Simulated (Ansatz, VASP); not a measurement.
**CdTe in VASP and in Ansatz**

```
Cd Te
1.0
     0.00000    3.20500    3.20500
     3.20500    0.00000    3.20500
     3.20500    3.20500    0.00000
Cd Te
1 1
Direct
  0.00000 0.00000 0.00000
  0.25000 0.25000 0.25000
```

Alike in both runs: task relaxation of cell and atoms; functional LDA; k mesh 8 × 8 × 8; no spin polarisation.

|  | VASP | Ansatz |
| --- | --- | --- |
| version | VASP 6.6.1 | Ansatz 0.2.0 |
| potentials or method | VASP PAW LDA potentials, release 64 (Cd, Te) | scalar-relativistic, plane waves, PAW |
| plane-wave cutoff (eV) | 600 | 420 |
| occupations | gaussian, width 0.01 eV | fixed |
| valence electrons in the cell | 18 | 36 |

```tsv
	VASP	Ansatz	Ansatz less VASP
gap on the k mesh at the Fermi level, each at its own relaxed structure (eV)	0.64	0.61	-0.027
relaxed volume (Å³/atom)	33.07	32.90	-0.164
relaxed cell length with the largest relative difference (Å)	4.539	4.532	-0.0075
```

The two sets of potentials don't hold the same shells in valence.

Caveats: spin-orbit coupling is left out, which moves the levels of the heavy elements.
